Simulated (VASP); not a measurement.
# ZnSe in VASP: one cell, several levels of theory

What does VASP give for zincblende ZnSe, under +5.0 % biaxial strain in x and y, free along z, the cell held fixed? Runs: PBE, r2SCAN. The results are then set beside those of Ansatz 0.2.0 for the same cell.

Code: VASP 6.6.1. PAW datasets, plane waves. Computed at 0 K without zero-point motion; spin polarisation is off.

## (1) The system as given

The cell comes from an earlier relaxation with r2SCAN in another program, then strained, with the atoms relaxed again.

Space group I-4m2 (No. 119), tetragonal; conventional cell a = 4.206 Å, c = 5.318 Å, 23.52 Å³ an atom. Around Zn lie 4 Se at 2.49 Å; around Se lie 4 Zn at 2.49 Å.

Structure file:

```cif
data_structure
_symmetry_space_group_name_H-M 'I-4m2'
_symmetry_Int_Tables_number 119
_cell_length_a 4.2059
_cell_length_b 4.2059
_cell_length_c 5.3181
_cell_angle_alpha 90.000
_cell_angle_beta 90.000
_cell_angle_gamma 90.000
_cell_volume 94.08
loop_
_atom_site_label
_atom_site_type_symbol
_atom_site_symmetry_multiplicity
_atom_site_Wyckoff_symbol
_atom_site_fract_x
_atom_site_fract_y
_atom_site_fract_z
_atom_site_occupancy
Zn1 Zn 2 a 0.00000 0.00000 0.00000 1
Se1 Se 2 c 0.00000 0.50000 0.25000 1
```

## (2) PBE

INCAR

```
ENCUT = 520.000000
SIGMA = 0.020000
EDIFF = 1.00e-07
GGA = PE
PREC = Accurate
IBRION = -1
ISIF = 2
ISMEAR = -1
NBANDS = 16
NELM = 120
NSW = 0
LASPH = .TRUE.
LCHARG = .FALSE.
LWAVE = .FALSE.
LREAL = .FALSE.
```

KPOINTS

```
KPOINTS created by Atomic Simulation Environment
0
Gamma
8 8 8
0 0 0
```

KPOINTS_OPT

```
special points
6
Reciprocal
0.0000000000 0.0000000000 0.0000000000 1
-0.5000000000 -0.5000000000 0.0000000000 1
-0.3750000000 -0.3750000000 0.2500000000 1
-0.3750000000 0.0000000000 0.3750000000 1
0.0000000000 0.0000000000 0.5000000000 1
-0.5000000000 -0.2500000000 0.2500000000 1
```

POSCAR

```
Zn Se
 1.0000000000000000
     0.0000000000000000    2.9740417191000001    2.6590364151000001
     2.9740417191000001    0.0000000000000000    2.6590364151000001
     2.9740417191000001    2.9740417191000001    0.0000000000000000
 Zn  Se
   1   1
Cartesian
  0.0000000000000000  0.0000000000000000  0.0000000000000000
  1.4870208595499999  1.4870208595499999  1.3295182075499998
```

Potentials: the recommended PBE PAW datasets, 18 valence electrons in the neutral cell.

Run with:

```
> mpirun -np 1 vasp_std
```

Standard output, without the iteration lines:

```text
POSCAR found type information on POSCAR ZnSe
 POSCAR found :  2 types and       2 ions
 LDA part: xc-table for (Slater+PW92), standard interpolation
 POSCAR, INCAR and KPOINTS ok, starting setup
 FFT: planning ... GRIDC
 FFT: planning ... GRID_SOFT
 FFT: planning ... GRID
 WAVECAR not read
 entering main loop
 Start KPOINTS_OPT (optional k-point list driver)
k-point batch [1-6\6]
```

OSZICAR:

```text
N       E                     dE             d eps       ncg     rms          rms(c)
DAV:   1     0.858971687188E+02    0.85897E+02   -0.87976E+03  1888   0.127E+03
DAV:   2    -0.922185973589E+00   -0.86819E+02   -0.81632E+02  2144   0.248E+02
DAV:   3    -0.625093014111E+01   -0.53287E+01   -0.53092E+01  2296   0.602E+01
DAV:   4    -0.629226464783E+01   -0.41335E-01   -0.41331E-01  2360   0.572E+00
DAV:   5    -0.629246110040E+01   -0.19645E-03   -0.19645E-03  2336   0.355E-01    0.444E+00
DAV:   6    -0.601454658744E+01    0.27791E+00   -0.53972E-01  2720   0.232E+01    0.341E+00
DAV:   7    -0.599562572362E+01    0.18921E-01   -0.15180E-01  2136   0.343E+00    0.146E+00
DAV:   8    -0.599535572119E+01    0.27000E-03   -0.43212E-03  2512   0.628E-01    0.439E-01
DAV:   9    -0.599558911943E+01   -0.23340E-03   -0.11039E-03  2248   0.253E-01    0.686E-02
DAV:  10    -0.599568083376E+01   -0.91714E-04   -0.14790E-04  2432   0.979E-02    0.180E-02
DAV:  11    -0.599568426401E+01   -0.34303E-05   -0.25826E-05  2104   0.366E-02    0.475E-03
DAV:  12    -0.599568521046E+01   -0.94645E-06   -0.25919E-06  2504   0.911E-03    0.289E-03
DAV:  13    -0.599568529074E+01   -0.80276E-07   -0.56853E-07  2248   0.583E-03
   1 F= -.59956853E+01 E0= -.59956853E+01  d E =-.532754E-12
       N       E                     dE             ncg
DAV:   1     0.260734806616E+04   -0.31318E+04      192
DAV:   2     0.209268051507E+04   -0.51467E+03      224
DAV:   3     0.206180402155E+04   -0.30876E+02      240
DAV:   4     0.206158087428E+04   -0.22315E+00      216
DAV:   5     0.206157987184E+04   -0.10024E-02      272
DAV:   6     0.206157986360E+04   -0.82347E-05      216
DAV:   7     0.206157986352E+04   -0.88336E-07      264
```

The lines after F= are the extra pass for the points of KPOINTS_OPT, at fixed density; their E is not a total energy.

OUTCAR, selected sections:

```text
k-points           NKPTS =     59   k-points in BZ     NKDIM =     59   number of bands    NBANDS=     16

   NELECT =      18.0000    total number of electrons

   dimension x,y,z NGX =    30 NGY =   30 NGZ =   32
   dimension x,y,z NGXF=    60 NGYF=   60 NGZF=   64

  energy-cutoff  :      520.00
  volume of cell :       47.04
      direct lattice vectors                 reciprocal lattice vectors
     0.000000000  2.974041719  2.659036415    -0.168121381  0.168121381  0.188038042
     2.974041719  0.000000000  2.659036415     0.168121381 -0.168121381  0.188038042
     2.974041719  2.974041719  0.000000000     0.168121381  0.168121381 -0.188038042

 k-points in reciprocal lattice and weights: KPOINTS created by Atomic Simulation Env
   0.00000000  0.00000000  0.00000000       0.002
   0.12500000  0.00000000  0.00000000       0.016
   0.25000000  0.00000000  0.00000000       0.016
   0.37500000  0.00000000  0.00000000       0.016
   0.50000000  0.00000000  0.00000000       0.008
   0.12500000  0.12500000  0.00000000       0.004
   0.25000000  0.12500000  0.00000000       0.016
   0.37500000  0.12500000  0.00000000       0.016
[... 51 more k-points ...]

 E-fermi :   1.9866

 k-point     1 :       0.0000    0.0000    0.0000
  band No.  band energies     occupation
      1     -11.6962      2.00000
      2      -5.1000      2.00000
      3      -5.1000      2.00000
      4      -5.0589      2.00000
      5      -4.7665      2.00000
      6      -4.7537      2.00000
      7       1.2161      2.00000
      8       1.2161      2.00000
      9       1.5351      2.00000
     10       2.4416      0.00000
     11       7.1851      0.00000
     12       7.2426      0.00000
     13       7.2426      0.00000
     14      11.1411      0.00000
     15      11.7915      0.00000
     16      13.1951      0.00000

 k-point     2 :       0.1250    0.0000    0.0000
  band No.  band energies     occupation
      1     -11.6010      2.00000
      2      -5.0905      2.00000
      3      -5.0875      2.00000
      4      -5.0459      2.00000
      5      -4.7652      2.00000
      6      -4.7564      2.00000
      7       0.0148      2.00000
      8       1.0449      2.00000
      9       1.3261      2.00000
     10       3.4585      0.00000
     11       6.9749      0.00000
     12       7.4350      0.00000
     13       7.5813      0.00000
     14      11.3243      0.00000
     15      11.7748      0.00000
     16      12.4292      0.00000

 k-point     3 :       0.2500    0.0000    0.0000
  band No.  band energies     occupation
      1     -11.3547      2.00000
      2      -5.0616      2.00000
      3      -5.0472      2.00000
      4      -5.0017      2.00000
      5      -4.7593      2.00000
      6      -4.7563      2.00000
      7      -1.6284      2.00000
      8       0.6790      2.00000
      9       1.0845      2.00000
     10       3.9532      0.00000
     11       7.4334      0.00000
     12       7.5880      0.00000
     13       8.3580      0.00000
     14      11.4059      0.00000
     15      11.5651      0.00000
     16      12.8278      0.00000

 k-point     4 :       0.3750    0.0000    0.0000
  band No.  band energies     occupation
      1     -11.0798      2.00000
      2      -5.0433      2.00000
      3      -4.9969      2.00000
      4      -4.8542      2.00000
      5      -4.7482      2.00000
      6      -4.7372      2.00000
      7      -2.9863      2.00000
      8       0.3597      2.00000
      9       0.8757      2.00000
     10       3.8020      0.00000
     11       7.4320      0.00000
     12       8.1456      0.00000
     13       9.3857      0.00000
     14      11.5146      0.00000
     15      13.0176      0.00000
     16      13.0647      0.00000

 k-point     5 :       0.5000    0.0000    0.0000
  band No.  band energies     occupation
      1     -10.9555      2.00000
      2      -5.0381      2.00000
      3      -4.9836      2.00000
      4      -4.7689      2.00000
      5      -4.7259      2.00000
      6      -4.6174      2.00000
      7      -3.6442      2.00000
      8       0.2373      2.00000
      9       0.7958      2.00000
     10       3.6984      0.00000
     11       7.3281      0.00000
     12       8.3061      0.00000
     13       9.8831      0.00000
     14      12.0015      0.00000
     15      13.6565      0.00000
     16      14.8400      0.00000

 k-point     6 :       0.1250    0.1250    0.0000
  band No.  band energies     occupation
      1     -11.5533      2.00000
      2      -5.0756      2.00000
      3      -5.0756      2.00000
      4      -5.0691      2.00000
      5      -4.7601      2.00000
      6      -4.7569      2.00000
      7       0.1516      2.00000
      8       0.7822      2.00000
      9       0.7822      2.00000
     10       3.9760      0.00000
     11       6.2811      0.00000
     12       7.8052      0.00000
     13       7.8052      0.00000
     14      11.7679      0.00000
     15      12.0551      0.00000
     16      12.9676      0.00000

 k-point     7 :       0.2500    0.1250    0.0000
  band No.  band energies     occupation
      1     -11.3452      2.00000
      2      -5.0655      2.00000
      3      -5.0461      2.00000
      4      -5.0273      2.00000
      5      -4.7617      2.00000
      6      -4.7455      2.00000
      7      -1.1808      2.00000
      8       0.3751      2.00000
      9       0.6371      2.00000
     10       4.5953      0.00000
     11       6.0890      0.00000
     12       8.2009      0.00000
     13       8.4796      0.00000
     14      11.0956      0.00000
     15      12.3735      0.00000
     16      13.3708      0.00000

 k-point     8 :       0.3750    0.1250    0.0000
  band No.  band energies     occupation
      1     -11.0757      2.00000
      2      -5.0224      2.00000
      3      -5.0169      2.00000
      4      -4.9324      2.00000
      5      -4.7334      2.00000
      6      -4.7299      2.00000
      7      -2.5630      2.00000
      8       0.0710      2.00000
      9       0.3863      2.00000
     10       4.4959      0.00000
     11       6.9885      0.00000
     12       8.1127      0.00000
     13       8.6608      0.00000
     14      11.7315      0.00000
     15      13.3020      0.00000
     16      13.6889      0.00000

 k-point     9 :       0.5000    0.1250    0.0000
  band No.  band energies     occupation
      1     -10.9092      2.00000
      2      -5.0148      2.00000
      3      -4.9864      2.00000
      4      -4.8136      2.00000
      5      -4.7251      2.00000
      6      -4.6068      2.00000
      7      -3.4496      2.00000
      8       0.0041      2.00000
      9       0.1377      2.00000
     10       4.3583      0.00000
     11       7.5591      0.00000
     12       7.8848      0.00000
     13       9.2989      0.00000
     14      12.2712      0.00000
     15      13.9475      0.00000
     16      14.7045      0.00000

 k-point    10 :      -0.3750    0.1250    0.0000
  band No.  band energies     occupation
      1     -10.9711      2.00000
      2      -5.0210      2.00000
      3      -4.9817      2.00000
      4      -4.7808      2.00000
      5      -4.7427      2.00000
      6      -4.7266      2.00000
      7      -3.1843      2.00000
      8       0.0450      2.00000
      9       0.1994      2.00000
     10       4.4364      0.00000
     11       7.5545      0.00000
     12       7.8085      0.00000
     13       9.6331      0.00000
     14      12.4061      0.00000
     15      12.5241      0.00000
     16      13.8871      0.00000

 k-point    11 :      -0.2500    0.1250    0.0000
  band No.  band energies     occupation
      1     -11.2127      2.00000
      2      -5.0422      2.00000
      3      -5.0008      2.00000
      4      -4.9580      2.00000
      5      -4.7648      2.00000
      6      -4.7594      2.00000
      7      -2.0940      2.00000
      8       0.2056      2.00000
      9       0.5772      2.00000
     10       4.6113      0.00000
     11       7.5363      0.00000
     12       7.8168      0.00000
     13       8.3092      0.00000
     14      10.9031      0.00000
     15      12.2054      0.00000
     16      14.1366      0.00000

 k-point    12 :      -0.1250    0.1250    0.0000
  band No.  band energies     occupation
      1     -11.4682      2.00000
      2      -5.0718      2.00000
      3      -5.0681      2.00000
      4      -5.0144      2.00000
      5      -4.7709      2.00000
      6      -4.7571      2.00000
      7      -0.8555      2.00000
      8       0.7209      2.00000
      9       0.9467      2.00000
     10       4.2471      0.00000
     11       7.0935      0.00000
     12       7.5802      0.00000
     13       7.9183      0.00000
     14      10.5732      0.00000
     15      11.5519      0.00000
     16      13.1445      0.00000

[... the tables of k-points 13 to 59 left out ...]

  Total       -0.2883463     -0.2883463      0.6249352      0.0000000      0.0000000      0.0000000
  in kB       -9.8214708     -9.8214708     21.2861516      0.0000000      0.0000000      0.0000000
  external PRESSURE =       0.5477367 kB  Pullay stress =       0.0000000 kB

 POSITION                                       TOTAL-FORCE (eV/Angst)
 -----------------------------------------------------------------------------------
      0.00000      0.00000      0.00000         0.000000      0.000000     -0.000000
      1.48702      1.48702      1.32952        -0.000000     -0.000000      0.000000
 -----------------------------------------------------------------------------------
    total drift:                                0.000005      0.000005      0.000011

  FREE ENERGIE OF THE ION-ELECTRON SYSTEM (eV)
  ---------------------------------------------------
  free  energy   TOTEN  =        -5.9956852907 eV

  energy  without entropy=       -5.9956852907  energy(sigma->0) =       -5.99568529
```

Hardware: 1 MPI rank of Intel Xeon Platinum 8488C, shared host.

The levels at the points of KPOINTS_OPT are read from vasprun.xml.

Levels at the named points, in eV from the top of band v (v: the last filled band by count, c: the next):

```csv
point,v−1,v,c,c+1
Γ,-0.32,0.00,0.91,5.65
X,-2.62,-2.62,2.58,2.61
U,-3.05,-2.24,2.94,4.73
K,-3.11,-1.68,3.67,5.58
L,-1.30,-0.74,2.16,5.79
W,-2.79,-2.65,4.80,4.98
```

Gap with PBE: 0.91 eV, direct (Γ). The pressure is 0.05 GPa; the forces vanish within 0.01 eV/Å.

[end of part 1 of 2]
